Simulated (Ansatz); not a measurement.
# Nudged elastic band run: Si₈O₁₅

The input (input.yaml):

```yaml
crystal:
  lattice:
    - [-4.2244, -4.2244, 0.0]
    - [4.2244, -4.2244, 0.0]
    - [0.0, 0.0, 5.3792]
  atoms:
    - { symbol: Si, position: [0.5013855, 0.49981553, 0.00136449] }
    - { symbol: Si, position: [-0.00140415, 0.49980756, 0.25215755] }
    - { symbol: O, position: [0.1926657, 0.49981428, 0.0013685] }
    - { symbol: O, position: [-0.00617587, 0.1930636, 0.25339107] }
    - { symbol: O, position: [0.80636977, 0.49980274, 0.00136125] }
    - { symbol: O, position: [-0.00618717, 0.80655261, 0.25338382] }
    - { symbol: Si, position: [0.50043289, 0.49980499, 0.50136379] }
    - { symbol: Si, position: [-0.0013989, 0.49980155, 0.75057315] }
    - { symbol: O, position: [0.19255801, 0.49981968, 0.5013618] }
    - { symbol: O, position: [-0.00617427, 0.1930625, 0.74935826] }
    - { symbol: O, position: [0.80623699, 0.49981428, 0.50136223] }
    - { symbol: O, position: [-0.00617719, 0.80655004, 0.74936586] }
    - { symbol: Si, position: [-0.00044758, -0.00019053, 0.00138347] }
    - { symbol: Si, position: [0.50557521, -0.00018875, 0.26036074] }
    - { symbol: O, position: [0.69539606, -0.00018686, 0.00136281] }
    - { symbol: O, position: [0.50124691, 0.69289017, 0.25325482] }
    - { symbol: O, position: [0.30717733, -0.00019526, 0.00136071] }
    - { symbol: O, position: [0.50124431, 0.30672627, 0.25325298] }
    - { symbol: Si, position: [0.00352861, -0.0002091, 0.50138365] }
    - { symbol: Si, position: [0.50560722, -0.00019538, 0.74232543] }
    - { symbol: O, position: [0.5012465, 0.69288501, 0.74947301] }
    - { symbol: O, position: [0.29926918, -0.00020492, 0.50134871] }
    - { symbol: O, position: [0.50122596, 0.3067319, 0.74947541] }
basis:
  ecutwfc: 420.0
kpoints:
  mp_grid: { grid: [2, 2, 2] }
hamiltonian:
  xc: pbe
  dispersion: d3bj
  pseudopotentials: { kind: paw, azcp: { folder: soft_1 } }
scf:
  occupations: { method: fermi_dirac, width: 0.05 }
  lower_state_search: "off"
neb:
  images: 5
  f_tol: 0.03
  initial_path: idpp
  max_iterations: 52
  spring: 1.0
  final_atoms:
    - { symbol: Si, position: [0.4980151, 0.5, 0.0] }
    - { symbol: Si, position: [0.00081737, 0.5, 0.25078314] }
    - { symbol: O, position: [0.19305212, 0.5, 0.0] }
    - { symbol: O, position: [0.00562593, 0.19325892, 0.25200157] }
    - { symbol: O, position: [0.8067716, 0.5, 0.0] }
    - { symbol: O, position: [0.00562593, 0.80674108, 0.25200157] }
    - { symbol: Si, position: [0.49902301, 0.5, 0.5] }
    - { symbol: Si, position: [0.00081737, 0.5, 0.74921686] }
    - { symbol: O, position: [0.19315109, 0.5, 0.5] }
    - { symbol: O, position: [0.00562593, 0.19325892, 0.74799843] }
    - { symbol: O, position: [0.80682957, 0.5, 0.5] }
    - { symbol: O, position: [0.00562593, 0.80674108, 0.74799843] }
    - { symbol: Si, position: [-0.00034691, 0.0, 0.0] }
    - { symbol: Si, position: [0.49374475, 0.0, 0.25898988] }
    - { symbol: O, position: [0.69221966, 0.0, 0.0] }
    - { symbol: O, position: [0.49813033, 0.69307849, 0.25187691] }
    - { symbol: O, position: [0.30397538, 0.0, 0.0] }
    - { symbol: O, position: [0.49813033, 0.30692151, 0.25187691] }
    - { symbol: Si, position: [-0.00383164, 0.0, 0.5] }
    - { symbol: Si, position: [0.49374475, 0.0, 0.74101012] }
    - { symbol: O, position: [0.49813033, 0.69307849, 0.74812309] }
    - { symbol: O, position: [0.70009173, 0.0, 0.5] }
    - { symbol: O, position: [0.49813033, 0.30692151, 0.74812309] }
  order_check: true
```

Command:

```bash
$ ansatz run input.yaml --threads 1 --pin off --max-ram 3072MiB --backend cpu --events-out ev --progress --plain --runs-dir out
```

Output, in part (warnings, iteration lines):

```
NEB end point (image 0): max|allowed force component| = 1.677e-2 eV/Å (the criterion of neb.relax_end_points is 1.000e-2)
NEB end point (image 6): max|allowed force component| = 8.358e-3 eV/Å (the criterion of neb.relax_end_points is 1.000e-2)
NEB iter   1: max|band force component| = 5.098e0 eV/Å  barrier→ = 6.2143 eV  barrier← = 6.2143 eV  Δτ_max = 0.1088 Å  (68 SCF iters)
NEB iter   2: max|band force component| = 2.668e0 eV/Å  barrier→ = 5.6111 eV  barrier← = 5.6112 eV  Δτ_max = 0.1784 Å  (39 SCF iters)
NEB iter   3: max|band force component| = 1.069e0 eV/Å  barrier→ = 5.1811 eV  barrier← = 5.1811 eV  Δτ_max = 0.1582 Å  (40 SCF iters)
NEB iter   4: max|band force component| = 4.305e-1 eV/Å  barrier→ = 5.1649 eV  barrier← = 5.1649 eV  CI = image 3  Δτ_max = 0.0224 Å  (36 SCF iters)
NEB iter   5: max|band force component| = 2.241e-1 eV/Å  barrier→ = 5.1594 eV  barrier← = 5.1594 eV  CI = image 3  Δτ_max = 0.0176 Å  (32 SCF iters)
NEB iter   6: max|band force component| = 1.210e-1 eV/Å  barrier→ = 5.1569 eV  barrier← = 5.1569 eV  CI = image 3  Δτ_max = 0.0114 Å  (29 SCF iters)
NEB iter   7: max|band force component| = 9.251e-2 eV/Å  barrier→ = 5.1548 eV  barrier← = 5.1549 eV  CI = image 3  Δτ_max = 0.0068 Å  (27 SCF iters)
NEB iter   8: max|band force component| = 8.988e-2 eV/Å  barrier→ = 5.1533 eV  barrier← = 5.1533 eV  CI = image 3  Δτ_max = 0.0076 Å  (23 SCF iters)
NEB iter   9: max|band force component| = 1.436e-1 eV/Å  barrier→ = 5.1514 eV  barrier← = 5.1514 eV  CI = image 3  Δτ_max = 0.0038 Å  (23 SCF iters)
NEB iter  10: max|band force component| = 1.454e-1 eV/Å  barrier→ = 5.1504 eV  barrier← = 5.1504 eV  CI = image 3  Δτ_max = 0.0019 Å  (23 SCF iters)
NEB iter  11: max|band force component| = 5.116e-2 eV/Å  barrier→ = 5.1499 eV  barrier← = 5.1499 eV  CI = image 3  Δτ_max = 0.0019 Å  (22 SCF iters)
NEB iter  12: max|band force component| = 4.623e-2 eV/Å  barrier→ = 5.1495 eV  barrier← = 5.1495 eV  CI = image 3  Δτ_max = 0.0019 Å  (22 SCF iters)
NEB iter  13: max|band force component| = 5.261e-2 eV/Å  barrier→ = 5.1491 eV  barrier← = 5.1491 eV  CI = image 3  Δτ_max = 0.0010 Å  (18 SCF iters)
NEB iter  14: max|band force component| = 4.452e-2 eV/Å  barrier→ = 5.1489 eV  barrier← = 5.1489 eV  CI = image 3  Δτ_max = 0.0019 Å  (18 SCF iters)
NEB iter  15: max|band force component| = 4.231e-2 eV/Å  barrier→ = 5.1485 eV  barrier← = 5.1485 eV  CI = image 3  Δτ_max = 0.0019 Å  (18 SCF iters)
NEB iter  16: max|band force component| = 4.000e-2 eV/Å  barrier→ = 5.1483 eV  barrier← = 5.1483 eV  CI = image 3  Δτ_max = 0.0010 Å  (18 SCF iters)
NEB iter  17: max|band force component| = 3.873e-2 eV/Å  barrier→ = 5.1481 eV  barrier← = 5.1482 eV  CI = image 3  Δτ_max = 0.0005 Å  (18 SCF iters)
NEB iter  18: max|band force component| = 3.807e-2 eV/Å  barrier→ = 5.1481 eV  barrier← = 5.1481 eV  CI = image 3  Δτ_max = 0.0005 Å  (15 SCF iters)
NEB iter  19: max|band force component| = 3.736e-2 eV/Å  barrier→ = 5.1480 eV  barrier← = 5.1481 eV  CI = image 3  Δτ_max = 0.0010 Å  (17 SCF iters)
NEB iter  20: max|band force component| = 3.553e-2 eV/Å  barrier→ = 5.1479 eV  barrier← = 5.1479 eV  CI = image 3  Δτ_max = 0.0010 Å  (18 SCF iters)
NEB iter  21: max|band force component| = 3.384e-2 eV/Å  barrier→ = 5.1478 eV  barrier← = 5.1479 eV  CI = image 3  Δτ_max = 0.0010 Å  (18 SCF iters)
NEB iter  22: max|band force component| = 3.199e-2 eV/Å  barrier→ = 5.1477 eV  barrier← = 5.1478 eV  CI = image 3  Δτ_max = 0.0010 Å  (18 SCF iters)
NEB iter  23: max|band force component| = 3.037e-2 eV/Å  barrier→ = 5.1477 eV  barrier← = 5.1477 eV  CI = image 3  Δτ_max = 0.0019 Å  (17 SCF iters)
NEB iter  24: max|band force component| = 2.870e-2 eV/Å  barrier→ = 5.1475 eV  barrier← = 5.1475 eV  CI = image 3  Δτ_max = 0.0010 Å  (18 SCF iters)
NEB iter  25: max|band force component| = 2.520e-2 eV/Å  barrier→ = 5.1474 eV  barrier← = 5.1475 eV  CI = image 3  Δτ_max = 0.0000 Å  (355 SCF iters)
```

The run converged. The band force fell under the threshold earlier too, but the program's further tests of the path sent the band on. Neighbouring images differ by up to 2.8 eV, so the band resolves the path poorly. By the program's own check the climbing image is a first-order saddle point (lowest curvatures found: -19.18 and 0.44 eV/Å²). Limits of this set-up: coarse k mesh, no spin, though dangling bonds at a vacancy may carry it, a small cell, in which the defect meets its images.

Final band:

| image | path coordinate (Å) | energy (eV) |
| --- | --- | --- |
| 0 | 0.00 | 0.00 |
| 1 | 0.54 | 0.08 |
| 2 | 1.08 | 2.36 |
| 3 | 1.62 | 5.15 |
| 4 | 2.16 | 2.37 |
| 5 | 2.70 | 0.08 |
| 6 | 3.24 | 0.00 |

The run took 14 min on 1 thread of Arm Neoverse V2, on a shared host, peak memory 0.74 GiB.
